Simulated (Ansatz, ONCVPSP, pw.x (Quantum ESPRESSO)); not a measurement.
**Equation-of-state test of one ONCV potential (aluminium (Al))**

```
Element                 : aluminium
Generator               : ONCVPSP 4.0.1.1 (patched build)
Type                    : optimised norm-conserving Vanderbilt (ONCV)
Functional              : PBE
Relativity              : scalar-relativistic
Frozen core             : [Ne]
Valence charge          : 3
Reference configuration : 3s2 3p1
Partial waves           : 3s: rc 2.10 bohr, ncon 4, nbas 7, qcut 3.9 1/bohr, 3 projectors, debl 3.5 Ha; 3p: rc 1.90 bohr, ncon 4, nbas 9, qcut 5 1/bohr, local; d scattering state at 0.15 Ha: rc 1.90 bohr, ncon 4, nbas 8, qcut 5.1 1/bohr, 3 projectors, debl 3.8 Ha
Local potential         : the p channel
Core correction         : none
```

Crystal test: bcc Al in pw.x 7.5, no spin, 14³ k-points, Fermi–Dirac smearing 0.01 Ry, cutoffs 35/140 Ry. The reference is all-electron LAPW (Ansatz 0.2.0) with the same functional, mesh and smearing; V0 and B0 come from Birch–Murnaghan fits to the pressures at five volumes. Errors are pseudo minus all-electron; Δ is the rms difference of the E(V) curves that follow from these fits, minima aligned, over ±6 % about the mean V0. Mesh and smearing are coarse, so the numbers serve the comparison and aren't converged zero-temperature values; the lattice is a test structure that the element need not adopt.

All-electron: a0 = 3.237 Å (V0 = 16.96 Å³/atom), B0 = 68.4 GPa.

**Question.** How far does the potential miss the all-electron equation of state?

**Answer.** mean pressure error (GPa): +0.83; a0 (Å): 3.250; a0 error (%): +0.40; B0 error (%): -2.0; Δ (meV/atom): 3.0.

| V (Å³/atom) | P all-electron (GPa) | P pseudo (GPa) |
| --- | --- | --- |
| 16.098 | 4.02 | 4.96 |
| 16.521 | 1.91 | 2.79 |
| 16.945 | 0.07 | 0.90 |
| 17.369 | -1.53 | -0.76 |
| 17.792 | -2.94 | -2.22 |

**Question.** At the middle volume, how do free energy and pressure move when the wave cutoff is lowered (ecutrho kept at four times it)?

**Answer.**

```csv
cutoff (Ry),shift of F (meV/atom),shift of P (GPa)
16,+10.1,-0.08
21,+3.3,-0.06
28,+0.2,-0.02
```

Input at the middle volume:

```
&control
  calculation='scf', prefix='x', pseudo_dir='./', outdir='./tmp', tstress=.true., disk_io='low'
/
&system
  ibrav=0, nat=1, ntyp=1, ecutwfc=35, ecutrho=140, nbnd=8,
  occupations='smearing', smearing='fd', degauss=0.01
/
&electrons
  conv_thr=1e-09, mixing_beta=0.4, electron_maxstep=70
/
ATOMIC_SPECIES
Al 1.0 Al.UPF
CELL_PARAMETERS angstrom
  -1.61805716 1.61805716 1.61805716
  1.61805716 -1.61805716 1.61805716
  1.61805716 1.61805716 -1.61805716
ATOMIC_POSITIONS crystal
Al 0.0000 0.0000 0.0000
K_POINTS automatic
14 14 14 0 0 0
```

```bash
pw.x < Al.scf.in > Al.scf.out
```

Lines of the output:

```
Message from routine setup:
     using ibrav=0 with symmetry is DISCOURAGED, use correct ibrav instead
     lattice parameter (alat)  =       5.2961  a.u.
     unit-cell volume          =     114.3505 (a.u.)^3
     number of electrons       =         3.00
     number of Kohn-Sham states=            8
     kinetic-energy cutoff     =      35.0000  Ry
     charge density cutoff     =     140.0000  Ry
     scf convergence threshold =      1.0E-09
     Exchange-correlation= PBE
     number of k points=   104  Fermi-Dirac smearing, width (Ry)=  0.0100
     iteration #  1     ecut=    35.00 Ry     beta= 0.40
     total energy              =      -4.14110394 Ry
     estimated scf accuracy    <       0.00503249 Ry
     iteration #  2     ecut=    35.00 Ry     beta= 0.40
     total energy              =      -4.14086673 Ry
     estimated scf accuracy    <       0.00169654 Ry
     iteration #  3     ecut=    35.00 Ry     beta= 0.40
     total energy              =      -4.14088777 Ry
     estimated scf accuracy    <       0.00000092 Ry
     iteration #  4     ecut=    35.00 Ry     beta= 0.40
     total energy              =      -4.14088813 Ry
     estimated scf accuracy    <       0.00000013 Ry
     iteration #  5     ecut=    35.00 Ry     beta= 0.40
     the Fermi energy is     7.6889 ev
!    total energy              =      -4.14088813 Ry
     estimated scf accuracy    <          2.6E-11 Ry
     smearing contrib. (-TS)   =      -0.00173411 Ry
     The total energy is F=E-TS. E is the sum of the following terms:
     one-electron contribution =       2.80307697 Ry
     hartree contribution      =       0.00475130 Ry
     xc contribution           =      -1.59111624 Ry
     ewald contribution        =      -5.35586606 Ry
     convergence has been achieved in   5 iterations
          total   stress  (Ry/bohr**3)                   (kbar)     P=        8.99
```

The run at the middle volume (104 k-points, 5 iterations) took about 3.7 s on one core of a shared host (Neoverse-N1, 64 threads, 124 GiB, load 61).
